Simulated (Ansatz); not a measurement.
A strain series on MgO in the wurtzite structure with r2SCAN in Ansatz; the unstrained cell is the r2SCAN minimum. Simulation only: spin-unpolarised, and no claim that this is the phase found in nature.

Input of the unstrained run:
```yaml
crystal:
  lattice:
    - [3.2882172281, 0.0, 0.0]
    - [-1.644108614, 2.8476796527, 0.0]
    - [0.0, 0.0, 5.0343662748]
  atoms:
    - { symbol: Mg, position: [0.3333333333, 0.6666666667, -0.0098385227] }
    - { symbol: Mg, position: [0.6666666667, 0.3333333333, 0.4901614773] }
    - { symbol: O, position: [0.3333333333, 0.6666666667, 0.3848385227] }
    - { symbol: O, position: [0.6666666667, 0.3333333333, 0.8848385227] }
kpoints:
  mp_grid: { grid: [12, 12, 6] }
  band_path:
    path:
      - [0.0, 0.0, 0.0]
      - [0.5, 0.0, 0.0]
      - [0.3333333333, 0.3333333333, 0.0]
      - [0.0, 0.0, 0.5]
      - [0.5, 0.0, 0.5]
      - [0.3333333333, 0.3333333333, 0.5]
    npoints: 1
hamiltonian:
  xc: r2scan
scf:
  occupations: { method: fixed }
  n_extra_bands: 5
output:
  forces: true
  stress: true
  eigenvalues: true
```

Its main results, and the levels near the gap at the points of the path (eV from the Fermi energy, bands numbered from 0, names kept under strain):
```
Crystal: 4 atoms, lattice volume = 47.141 Å³
Basis set: ecut = 500 eV, 1153 PW (Γ)
Symmetry: 12 space group operations
Space group: P63mc (ITA 186)
k-points: 76 of 864 (time reversal used)
Free energy (F): -4996.213796 eV
Fermi energy:    4.588877 eV
--- Stress (GPa, compression-positive) ---
        0.017258       0.000000       0.000000
        0.000000       0.017258       0.000000
        0.000000       0.000000       0.017202
  P = ⅓ Tr σ = 0.0172 GPa (0.172 kbar)
```
```tsv
point	band_13	band_14	band_15	band_16	band_17	band_18
Γ	-0.374	-0.374	0.000	4.223	9.462	11.174
M	-1.213	-0.779	-0.464	8.599	8.852	10.151
K	-1.285	-1.155	-1.155	9.078	9.129	11.152
A	-0.532	-0.532	-0.532	6.730	6.730	14.210
L	-0.860	-0.694	-0.694	8.167	8.167	11.817
H	-2.056	-0.365	-0.365	9.270	9.270	10.868
```

Epitaxial -4.0 % in the xy plane, free normal strain +4.57 %. The input changes in these blocks:
```yaml
crystal:
  lattice:
    - [3.1566885389, 0.0, 0.0]
    - [-1.5783442695, 2.7337724665, 0.0]
    - [0.0, 0.0, 5.2643910538]
  atoms:
    - { symbol: Mg, position: [0.3333333333, 0.6666666667, 0.0006739414] }
    - { symbol: Mg, position: [0.6666666667, 0.3333333333, 0.5006739414] }
    - { symbol: O, position: [0.3333333333, 0.6666666667, 0.3743260586] }
    - { symbol: O, position: [0.6666666667, 0.3333333333, 0.8743260586] }
```

```
Crystal: 4 atoms, lattice volume = 45.430 Å³
Basis set: ecut = 500 eV, 1135 PW (Γ)
Symmetry: 12 space group operations
Space group: P63mc (ITA 186)
k-points: 76 of 864 (time reversal used)
Free energy (F): -4996.116908 eV
Fermi energy:    4.692795 eV
--- Stress (GPa, compression-positive) ---
        8.994815       0.000000       0.000000
        0.000000       8.994815       0.000000
        0.000000       0.000000       0.000718
  P = ⅓ Tr σ = 5.9968 GPa (59.968 kbar)
```
```tsv
point	band_13	band_14	band_15	band_16	band_17	band_18
Γ	-0.102	0.000	0.000	4.645	9.961	11.126
M	-0.748	-0.676	-0.215	8.769	9.188	10.700
K	-1.277	-0.998	-0.998	9.029	9.798	11.615
A	-0.095	-0.095	-0.095	7.074	7.074	14.182
L	-0.662	-0.493	-0.493	8.444	8.444	12.305
H	-1.901	-0.326	-0.326	9.613	9.613	11.210
```

r2SCAN: the gap goes from 4.223 to 4.645 eV (+0.422 eV).

Epitaxial -3.0 % in the xy plane, free normal strain +3.66 %. The input changes in these blocks:
```yaml
crystal:
  lattice:
    - [3.1895707112, 0.0, 0.0]
    - [-1.5947853556, 2.7622492631, 0.0]
    - [0.0, 0.0, 5.2185540196]
  atoms:
    - { symbol: Mg, position: [0.3333333333, 0.6666666667, -0.0014840699] }
    - { symbol: Mg, position: [0.6666666667, 0.3333333333, 0.4985159301] }
    - { symbol: O, position: [0.3333333333, 0.6666666667, 0.3764840699] }
    - { symbol: O, position: [0.6666666667, 0.3333333333, 0.8764840699] }
```

```
Crystal: 4 atoms, lattice volume = 45.977 Å³
Basis set: ecut = 500 eV, 1141 PW (Γ)
Symmetry: 12 space group operations
Space group: P63mc (ITA 186)
k-points: 76 of 864 (time reversal used)
Free energy (F): -4996.162042 eV
Fermi energy:    4.555546 eV
--- Stress (GPa, compression-positive) ---
        6.293470       0.000000       0.000000
        0.000000       6.293470       0.000000
        0.000000       0.000000      -0.039559
  P = ⅓ Tr σ = 4.1825 GPa (41.825 kbar)
```
```tsv
point	band_13	band_14	band_15	band_16	band_17	band_18
Γ	-0.018	-0.018	0.000	4.612	9.888	11.179
M	-0.780	-0.620	-0.203	8.857	9.121	10.620
K	-1.204	-0.954	-0.954	9.108	9.713	11.566
A	-0.125	-0.125	-0.125	7.049	7.049	14.229
L	-0.592	-0.505	-0.505	8.451	8.451	12.242
H	-1.857	-0.260	-0.260	9.607	9.607	11.186
```

r2SCAN: the gap goes from 4.223 to 4.612 eV (+0.389 eV).

Epitaxial -2.0 % in the xy plane, free normal strain +2.60 %. The input changes in these blocks:
```yaml
crystal:
  lattice:
    - [3.2224528835, 0.0, 0.0]
    - [-1.6112264418, 2.7907260596, 0.0]
    - [0.0, 0.0, 5.1653252031]
  atoms:
    - { symbol: Mg, position: [0.3333333333, 0.6666666667, -0.0039090994] }
    - { symbol: Mg, position: [0.6666666667, 0.3333333333, 0.4960909006] }
    - { symbol: O, position: [0.3333333333, 0.6666666667, 0.3789090994] }
    - { symbol: O, position: [0.6666666667, 0.3333333333, 0.8789090994] }
```

```
Crystal: 4 atoms, lattice volume = 46.452 Å³
Basis set: ecut = 500 eV, 1165 PW (Γ)
Symmetry: 12 space group operations
Space group: P63mc (ITA 186)
k-points: 76 of 864 (time reversal used)
Free energy (F): -4996.192135 eV
Fermi energy:    4.542440 eV
--- Stress (GPa, compression-positive) ---
        3.900453       0.000000       0.000000
        0.000000       3.900453       0.000000
        0.000000       0.000000      -0.000212
  P = ⅓ Tr σ = 2.6002 GPa (26.002 kbar)
```
```tsv
point	band_13	band_14	band_15	band_16	band_17	band_18
Γ	-0.137	-0.137	0.000	4.479	9.727	11.153
M	-0.918	-0.669	-0.293	8.848	8.950	10.449
K	-1.233	-1.016	-1.016	9.092	9.522	11.419
A	-0.258	-0.258	-0.258	6.931	6.931	14.197
L	-0.625	-0.621	-0.621	8.356	8.356	12.086
H	-1.918	-0.296	-0.296	9.497	9.497	11.069
```

r2SCAN: the gap goes from 4.223 to 4.479 eV (+0.256 eV).

Epitaxial -1.0 % in the xy plane, free normal strain +1.42 %. The input changes in these blocks:
```yaml
crystal:
  lattice:
    - [3.2553350558, 0.0, 0.0]
    - [-1.6276675279, 2.8192028561, 0.0]
    - [0.0, 0.0, 5.10599053]
  atoms:
    - { symbol: Mg, position: [0.3333333333, 0.6666666667, -0.0066133739] }
    - { symbol: Mg, position: [0.6666666667, 0.3333333333, 0.4933866261] }
    - { symbol: O, position: [0.3333333333, 0.6666666667, 0.3816133739] }
    - { symbol: O, position: [0.6666666667, 0.3333333333, 0.8816133739] }
```

```
Crystal: 4 atoms, lattice volume = 46.860 Å³
Basis set: ecut = 500 eV, 1153 PW (Γ)
Symmetry: 12 space group operations
Space group: P63mc (ITA 186)
k-points: 76 of 864 (time reversal used)
Free energy (F): -4996.208727 eV
Fermi energy:    4.548311 eV
--- Stress (GPa, compression-positive) ---
        1.772339       0.000000       0.000000
        0.000000       1.772339       0.000000
        0.000000       0.000000      -0.005473
  P = ⅓ Tr σ = 1.1797 GPa (11.797 kbar)
```
```tsv
point	band_13	band_14	band_15	band_16	band_17	band_18
Γ	-0.254	-0.254	0.000	4.349	9.581	11.147
M	-1.060	-0.720	-0.378	8.777	8.844	10.290
K	-1.259	-1.081	-1.081	9.080	9.329	11.278
A	-0.392	-0.392	-0.392	6.822	6.822	14.186
L	-0.737	-0.658	-0.658	8.261	8.261	11.940
H	-1.983	-0.330	-0.330	9.385	9.385	10.960
```

r2SCAN: the gap goes from 4.223 to 4.349 eV (+0.126 eV).
